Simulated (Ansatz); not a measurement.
## NaH: the relaxed cell by functional

The starting cell is an entry of the Crystallography Open Database (1963):

```xyz
2
Lattice="0.0000 2.4400 2.4400 2.4400 0.0000 2.4400 2.4400 2.4400 0.0000" Properties=species:S:1:pos:R:3 pbc="T T T"
Na    0.0000    0.0000    0.0000
H     2.4400    2.4400    2.4400
```

Atoms and cell were relaxed at zero pressure with plane-wave PAW DFT (Ansatz 0.2.0; one set of PAW datasets, made under PBE, for all functionals; 420 eV, r2SCAN 500 eV; 10×10×10 Γ-centred mesh, fermi-dirac occupations of width 0.020 eV; no spin polarisation, no spin-orbit coupling, no dispersion correction), keeping the symmetry (Fm-3m, No. 225).

Which functional gives the smallest cell, and how wide is the spread?

The relaxed conventional cells:

```json
{"functional": "LDA", "a (Å)": "4.691", "volume (Å³/atom)": "12.90", "formation energy (eV/atom)": "-0.300"}
{"functional": "PBEsol", "a (Å)": "4.791", "volume (Å³/atom)": "13.75", "formation energy (eV/atom)": "-0.216"}
{"functional": "PBE", "a (Å)": "4.832", "volume (Å³/atom)": "14.10", "formation energy (eV/atom)": "-0.197"}
{"functional": "r2SCAN", "a (Å)": "4.795", "volume (Å³/atom)": "13.78", "formation energy (eV/atom)": "-0.289"}
{"functional": "the entry", "a (Å)": "4.880", "volume (Å³/atom)": "14.53", "formation energy (eV/atom)": "–"}
```

LDA gives the smallest volume and PBE the largest, 9.3 % more, the usual order, since LDA overbinds and PBE's gradient terms loosen the lattice. Against the entry's volume: LDA -11.2 %, PBEsol -5.4 %, PBE -2.9 %, r2SCAN -5.2 %. No verdict is drawn from this: the entry is old or was flagged in a check, so the entry may be off as well as the functionals. The formation energies span 0.10 eV an atom, lowest under LDA.

Caveats: each relaxation keeps the start's symmetry, so a distorted cell may lie lower; computed cells are at 0 K with fixed nuclei, while the entry holds thermal expansion, often some tenths of a per cent in volume and more in soft crystals; the relaxed cell lies far from the entry, by an error of the functional or of the entry; zero-point motion swells measured cells of hydrides; formation energies are at zero smearing against the elements' usual phases under the same functional, gases as free molecules, uncorrected.
